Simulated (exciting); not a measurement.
# Mg (I4/mmm) in exciting: equation of state

How stiff is Mg in PBEsol, and what volume does it want? The cell is scaled to several volumes.

Everything below comes from runs of exciting (release sodium). Logs are shortened: lines on timing, memory, paths and dates and some standing lists are left out, and cuts for length are marked.

### Step 1. The crystal as given

It takes space group I4/mmm (No. 139, tetragonal). Conventional cell: a = 3.672 Å, b = 3.672 Å, c = 3.359 Å, α = 90.00°, β = 90.00°, γ = 90.00°. Mg (site symmetry 4/mmm) is surrounded by 10 Mg at 3.09 to 3.36 Å.

This isn't the form of Mg at room conditions, which is hcp.

### Step 2. Equation of state, PBEsol, 21.29 Å³/atom (volume scaled by 0.94)

File input.xml:

```xml
<input>
  <title>Mg</title>
  <structure speciespath="./" tshift="false">
    <crystal scale="1">
      <basevect>-3.398694916266 3.398694916266 3.108827846333</basevect>
      <basevect>3.398694916266 -3.398694916266 3.108827846333</basevect>
      <basevect>3.398694916266 3.398694916266 -3.108827846333</basevect>
    </crystal>
    <species speciesfile="Mg.xml" rmt="2">
      <atom coord="0.000000000000 0.000000000000 0.000000000000"/>
    </species>
  </structure>
  <groundstate do="fromscratch" ngridk="11 11 11" rgkmax="7.5" gmaxvr="14" lmaxapw="10" lmaxmat="10" lmaxvr="8" xctype="GGA_PBE_SOL" stype="Fermi Dirac" swidth="0.00183747" nempty="8" ValenceRelativity="iora*" epsengy="1e-05" epspot="1e-05" maxscl="60" outputlevel="normal"/>
</input>
```

Potentials or basis: all-electron LAPW+lo, shipped species files, valence relativity iora*.

Launch:

```console
$ OMP_NUM_THREADS=1 exciting_smp
```

INFO.OUT:

```text
================================================================================
EXCITING SODIUM started
[... 10 lines left out ...]

 Lattice vectors (cartesian) :
     -3.3986949163      3.3986949163      3.1088278463
      3.3986949163     -3.3986949163      3.1088278463
      3.3986949163      3.3986949163     -3.1088278463

 Reciprocal lattice vectors (cartesian) :
      0.0000000000      0.9243526504      1.0105392800
      0.9243526504      0.0000000000      1.0105392800
      0.9243526504      0.9243526504     -0.0000000000

 Unit cell volume                           :     143.6418627610
 Brillouin zone volume                      :       1.7268657526

 Species :    1 (Mg)
     parameters loaded from                 :    Mg.xml
     name                                   :    magnesium
     nuclear charge                         :     -12.00000000
     electronic charge                      :      12.00000000
     atomic mass                            :   44305.30463000
     muffin-tin radius                      :       2.00000000
     # of radial points in muffin-tin       :     300

     atomic positions (lattice) :
       1 :   0.00000000  0.00000000  0.00000000

 Total number of atoms per unit cell        :       1

 Spin treatment                             :    spin-unpolarised

 Number of Bravais lattice symmetries       :      16
 Number of crystal symmetries               :      16

 k-point grid                               :      11   11   11
 Total number of k-points                   :     126
 k-point set is reduced with crystal symmetries

 R^MT_min * |G+k|_max (rgkmax)              :       7.50000000
 Species with R^MT_min                      :       1 (Mg)
 Maximum |G+k| for APW functions            :       3.75000000
 Maximum |G| for potential and density      :      14.00000000

 G-vector grid sizes                        :      27    27    27
 Total number of G-vectors                  :    6625

 Maximum angular momentum used for
     APW functions                          :      10
     computing H and O matrix elements      :      10
     potential and density                  :       8
     inner part of muffin-tin               :       2

 Total nuclear charge                       :     -12.00000000
 Total electronic charge                    :      12.00000000
 Total core charge                          :       2.00000000
 Total valence charge                       :      10.00000000

 Number of empty states                     :       8
 Total number of valence states             :      14

 Maximum Hamiltonian size                   :     147
 Maximum number of plane-waves              :     139
 Total number of local-orbitals             :       8

 Exchange-correlation type                  :      22
[... 23 lines left out ...]
+ SCF iteration number :    1                                                  +
++++++++++++++++++++++++++++++++++++++++++++++++++++++++++++++++++++++++++++++++
 Total energy                               :      -199.70045872
 _______________________________________________________________
 Fermi energy                               :         0.14898829
 Kinetic energy                             :       200.31047500
 Coulomb energy                             :      -384.00445929
 Exchange energy                            :       -15.48314679
 Correlation energy                         :        -0.52332763

 DOS at Fermi energy (states/Ha/cell)       :        12.00817878

 Electron charges :
     core                                   :         2.00000000
     core leakage                           :         0.00000000
     valence                                :        10.00000000
     interstitial                           :         1.68784588
     charge in muffin-tin spheres :
                  atom     1    Mg          :        10.31215412
     total charge in muffin-tins            :        10.31215412
     total charge                           :        12.00000000

++++++++++++++++++++++++++++++++++++++++++++++++++++++++++++++++++++++++++++++++
+ SCF iteration number :    2                                                  +
++++++++++++++++++++++++++++++++++++++++++++++++++++++++++++++++++++++++++++++++
 Total energy                               :      -199.76294094
 _______________________________________________________________
 Fermi energy                               :         0.14871070
 Kinetic energy                             :       200.25960000
 Coulomb energy                             :      -384.01436439
 Exchange energy                            :       -15.48481323
 Correlation energy                         :        -0.52336332

 DOS at Fermi energy (states/Ha/cell)       :        11.96254347

 Electron charges :
     core                                   :         2.00000000
     core leakage                           :         0.00000000
     valence                                :        10.00000000
     interstitial                           :         1.68696866
     charge in muffin-tin spheres :
                  atom     1    Mg          :        10.31303134
     total charge in muffin-tins            :        10.31303134
     total charge                           :        12.00000000

 RMS change in effective potential (target) :  0.788851      ( 0.100000E-04)
 Absolute change in total energy   (target) :  0.624822E-01  ( 0.100000E-04)
 Charge distance                   (target) :  0.263648E-03  ( 0.100000E-04)

++++++++++++++++++++++++++++++++++++++++++++++++++++++++++++++++++++++++++++++++
+ SCF iteration number :    3                                                  +
++++++++++++++++++++++++++++++++++++++++++++++++++++++++++++++++++++++++++++++++
 Total energy                               :      -199.80734368
 _______________________________________________________________
 Fermi energy                               :         0.14848948
 Kinetic energy                             :       200.21634366
 Coulomb energy                             :      -384.01465921
 Exchange energy                            :       -15.48563919
 Correlation energy                         :        -0.52338894

 DOS at Fermi energy (states/Ha/cell)       :        11.92689965

 Electron charges :
     core                                   :         2.00000000
     core leakage                           :         0.00000000
     valence                                :        10.00000000
     interstitial                           :         1.68630373
     charge in muffin-tin spheres :
                  atom     1    Mg          :        10.31369627
     total charge in muffin-tins            :        10.31369627
     total charge                           :        12.00000000
[... 221 lines left out ...]
++++++++++++++++++++++++++++++++++++++++++++++++++++++++++++++++++++++++++++++++
+ SCF iteration number :   12                                                  +
++++++++++++++++++++++++++++++++++++++++++++++++++++++++++++++++++++++++++++++++
 Total energy                               :      -199.90129443
 _______________________________________________________________
 Fermi energy                               :         0.14792876
 Kinetic energy                             :       200.11147512
 Coulomb energy                             :      -384.00276795
 Exchange energy                            :       -15.48655316
 Correlation energy                         :        -0.52344844

 DOS at Fermi energy (states/Ha/cell)       :        11.85203462

 Electron charges :
     core                                   :         2.00000000
     core leakage                           :         0.00000000
     valence                                :        10.00000000
     interstitial                           :         1.68491666
     charge in muffin-tin spheres :
                  atom     1    Mg          :        10.31508334
     total charge in muffin-tins            :        10.31508334
     total charge                           :        12.00000000

 RMS change in effective potential (target) :  0.153555E-05  ( 0.100000E-04)
 Absolute change in total energy   (target) :  0.282770E-05  ( 0.100000E-04)
 Charge distance                   (target) :  0.269961E-07  ( 0.100000E-04)

++++++++++++++++++++++++++++++++++++++++++++++++++++++++++++++++++++++++++++++++
+ SCF iteration number :   13                                                  +
++++++++++++++++++++++++++++++++++++++++++++++++++++++++++++++++++++++++++++++++
 Total energy                               :      -199.90128995
 _______________________________________________________________
 Fermi energy                               :         0.14792877
 Kinetic energy                             :       200.11147513
 Coulomb energy                             :      -384.00276379
 Exchange energy                            :       -15.48655285
 Correlation energy                         :        -0.52344844

 DOS at Fermi energy (states/Ha/cell)       :        11.85203502

 Electron charges :
     core                                   :         2.00000000
     core leakage                           :         0.00000000
     valence                                :        10.00000000
     interstitial                           :         1.68491669
     charge in muffin-tin spheres :
                  atom     1    Mg          :        10.31508331
     total charge in muffin-tins            :        10.31508331
     total charge                           :        12.00000000

 RMS change in effective potential (target) :  0.977353E-06  ( 0.100000E-04)
 Absolute change in total energy   (target) :  0.447733E-05  ( 0.100000E-04)
 Charge distance                   (target) :  0.400249E-07  ( 0.100000E-04)

++++++++++++++++++++++++++++++++++++++++++++++++++++++++++++++++++++++++++++++++
| Convergency criteria checked for the last 2 iterations                       +
| Convergence targets achieved. Performing final SCF iteration                 +
++++++++++++++++++++++++++++++++++++++++++++++++++++++++++++++++++++++++++++++++
 Total energy                               :      -199.90129087
 _______________________________________________________________
 Fermi energy                               :         0.14792876
 Kinetic energy                             :       200.11147507
 Coulomb energy                             :      -384.00276460
 Exchange energy                            :       -15.48655291
 Correlation energy                         :        -0.52344844

 DOS at Fermi energy (states/Ha/cell)       :        11.85203493

 Electron charges :
     core                                   :         2.00000000
     core leakage                           :         0.00000000
     valence                                :        10.00000000
     interstitial                           :         1.68491668
     charge in muffin-tin spheres :
                  atom     1    Mg          :        10.31508332
     total charge in muffin-tins            :        10.31508332
     total charge                           :        12.00000000

++++++++++++++++++++++++++++++++++++++++++++++++++++++++++++++++++++++++++++++++
[... 12 lines left out ...]
| EXCITING SODIUM stopped                                                      =
================================================================================
```

It took 65 s on 1 thread of AMD EPYC, shared host; peak memory 0.1 GiB.

What came out:

| Property | Result |
| --- | --- |
| Free energy | -5439.5948 eV |
| Band gap on the k mesh | none (metal or under the smearing width) |
| All electrons inside the program's atomic spheres | Mg 10.32 (radii Mg 2.0 bohr) |

Caveat: the log's total energy holds no entropy term; the free energy is that total less TS from the occupations.

### Step 3. Equation of state, PBEsol, 21.74 Å³/atom (volume scaled by 0.96)

input.xml: that of step 2 with these lines changed.

```diff
@@ -4,5 +4,5 @@
     <crystal scale="1">
-      <basevect>-3.398694916266 3.398694916266 3.108827846333</basevect>
-      <basevect>3.398694916266 -3.398694916266 3.108827846333</basevect>
-      <basevect>3.398694916266 3.398694916266 -3.108827846333</basevect>
+      <basevect>-3.422630176022 3.422630176022 3.130721721506</basevect>
+      <basevect>3.422630176022 -3.422630176022 3.130721721506</basevect>
+      <basevect>3.422630176022 3.422630176022 -3.130721721506</basevect>
     </crystal>
```

Potentials or basis: all-electron LAPW+lo, shipped species files, valence relativity iora*.

Launch:

```console
$ OMP_NUM_THREADS=1 exciting_smp
```

It took 62 s on 1 thread of AMD EPYC, shared host; peak memory 0.1 GiB.

It converged, with:

- Free energy: -5439.6001 eV
- Band gap on the k mesh: none (metal or under the smearing width)
- All electrons inside the program's atomic spheres: Mg 10.31 (radii Mg 2.0 bohr)

Caveat: the log's total energy holds no entropy term; the free energy is that total less TS from the occupations.

### Step 4. Equation of state, PBEsol, 22.19 Å³/atom (volume scaled by 0.98)

input.xml: that of step 3 with these lines changed.

```diff
@@ -4,5 +4,5 @@
     <crystal scale="1">
-      <basevect>-3.422630176022 3.422630176022 3.130721721506</basevect>
-      <basevect>3.422630176022 -3.422630176022 3.130721721506</basevect>
-      <basevect>3.422630176022 3.422630176022 -3.130721721506</basevect>
+      <basevect>-3.446235267932 3.446235267932 3.152313588209</basevect>
+      <basevect>3.446235267932 -3.446235267932 3.152313588209</basevect>
+      <basevect>3.446235267932 3.446235267932 -3.152313588209</basevect>
     </crystal>
```

Launch:

```console
$ OMP_NUM_THREADS=1 exciting_smp
```

Wall time 62 s (1 thread of AMD EPYC, shared host); peak memory 0.1 GiB.

The run converged. Its results:

* Free energy: -5439.6030 eV
* Band gap on the k mesh: none (metal or under the smearing width)
* All electrons inside the program's atomic spheres: Mg 10.30 (radii Mg 2.0 bohr)

Caveat: the log's total energy holds no entropy term; the free energy is that total less TS from the occupations.

### Step 5. Equation of state, PBEsol, 22.64 Å³/atom

input.xml: that of step 4 with these lines changed.

```diff
@@ -4,5 +4,5 @@
     <crystal scale="1">
-      <basevect>-3.446235267932 3.446235267932 3.152313588209</basevect>
-      <basevect>3.446235267932 -3.446235267932 3.152313588209</basevect>
-      <basevect>3.446235267932 3.446235267932 -3.152313588209</basevect>
+      <basevect>-3.469521347805 3.469521347805 3.173613650396</basevect>
+      <basevect>3.469521347805 -3.469521347805 3.173613650396</basevect>
+      <basevect>3.469521347805 3.469521347805 -3.173613650396</basevect>
     </crystal>
```

Launch:

```console
$ OMP_NUM_THREADS=1 exciting_smp
```

Wall time 64 s (1 thread of AMD EPYC, shared host); peak memory 0.1 GiB.

It converged, with:

| Item | Value |
| --- | --- |
| Free energy | -5439.6036 eV |
| Band gap on the k mesh | none (metal or under the smearing width) |
| All electrons inside the program's atomic spheres | Mg 10.30 (radii Mg 2.0 bohr) |

Caveat: the log's total energy holds no entropy term; the free energy is that total less TS from the occupations.

### Step 6. Equation of state, PBEsol, 23.10 Å³/atom (volume scaled by 1.02)

input.xml: that of step 5 with these lines changed.

```diff
@@ -4,5 +4,5 @@
     <crystal scale="1">
-      <basevect>-3.469521347805 3.469521347805 3.173613650396</basevect>
-      <basevect>3.469521347805 -3.469521347805 3.173613650396</basevect>
-      <basevect>3.469521347805 3.469521347805 -3.173613650396</basevect>
+      <basevect>-3.492498979966 3.492498979966 3.194631571936</basevect>
+      <basevect>3.492498979966 -3.492498979966 3.194631571936</basevect>
+      <basevect>3.492498979966 3.492498979966 -3.194631571936</basevect>
     </crystal>
```

Potentials or basis: all-electron LAPW+lo, shipped species files, valence relativity iora*.

Launch:

```console
$ OMP_NUM_THREADS=1 exciting_smp
```

Run time: 73 s. Hardware: 1 thread of AMD EPYC, shared host; peak memory 0.1 GiB.

The run converged. Its results:

| Property | Result |
| --- | --- |
| Free energy | -5439.6024 eV |
| Band gap on the k mesh | none (metal or under the smearing width) |
| All electrons inside the program's atomic spheres | Mg 10.29 (radii Mg 2.0 bohr) |

Caveat: the log's total energy holds no entropy term; the free energy is that total less TS from the occupations.

### Step 7. Equation of state, PBEsol, 23.55 Å³/atom (volume scaled by 1.04)

input.xml: that of step 6 with these lines changed.

```diff
@@ -4,5 +4,5 @@
     <crystal scale="1">
-      <basevect>-3.492498979966 3.492498979966 3.194631571936</basevect>
-      <basevect>3.492498979966 -3.492498979966 3.194631571936</basevect>
-      <basevect>3.492498979966 3.492498979966 -3.194631571936</basevect>
+      <basevect>-3.515178180341 3.515178180341 3.215376514035</basevect>
+      <basevect>3.515178180341 -3.515178180341 3.215376514035</basevect>
+      <basevect>3.515178180341 3.515178180341 -3.215376514035</basevect>
     </crystal>
```

Launch:

```console
$ OMP_NUM_THREADS=1 exciting_smp
```

Wall time 1.9 min (1 thread of AMD EPYC, shared host); peak memory 0.1 GiB.

It converged, with:

| Quantity | Value |
| --- | --- |
| Free energy | -5439.5992 eV |
| Band gap on the k mesh | none (metal or under the smearing width) |
| All electrons inside the program's atomic spheres | Mg 10.29 (radii Mg 2.0 bohr) |

Caveat: the log's total energy holds no entropy term; the free energy is that total less TS from the occupations.

### Step 8. Equation of state, PBEsol, 24.00 Å³/atom (volume scaled by 1.06)

input.xml: that of step 7 with these lines changed.

```diff
@@ -4,5 +4,5 @@
     <crystal scale="1">
-      <basevect>-3.515178180341 3.515178180341 3.215376514035</basevect>
-      <basevect>3.515178180341 -3.515178180341 3.215376514035</basevect>
-      <basevect>3.515178180341 3.515178180341 -3.215376514035</basevect>
+      <basevect>-3.537568453875 3.537568453875 3.235857171321</basevect>
+      <basevect>3.537568453875 -3.537568453875 3.235857171321</basevect>
+      <basevect>3.537568453875 3.537568453875 -3.235857171321</basevect>
     </crystal>
```

Launch:

```console
$ OMP_NUM_THREADS=1 exciting_smp
```

Wall time 1.9 min (1 thread of AMD EPYC, shared host); peak memory 0.1 GiB.

It converged, with:

```
Free energy                                       : -5439.5942 eV
Band gap on the k mesh                            : none (metal or under the smearing width)
All electrons inside the program's atomic spheres : Mg 10.29 (radii Mg 2.0 bohr)
```

Caveat: the log's total energy holds no entropy term; the free energy is that total less TS from the occupations.

### Step 9. Equation of state, PBEsol

Potentials or basis: all-electron LAPW+lo, shipped species files, valence relativity iora*.

No new run: the results of the series are fitted here.

Results:

* Equilibrium volume: 22.57 Å³/atom (rough: see the caveat)
* Bulk modulus at fixed shape and positions: 36 GPa (rough)

Energy against volume, from the lowest point:
```csv
volume (Å³/atom),energy (meV/atom)
21.286,8.80
21.738,3.52
22.191,0.61
22.644,0.00
23.097,1.18
23.550,4.43
24.003,9.40
```

Caveat: the fit is doubtful: noisy points or a state that changes with volume; the cell was scaled at fixed shape and fractional positions, which overstates the stiffness of a crystal with free parameters, most of all of layers and chains.
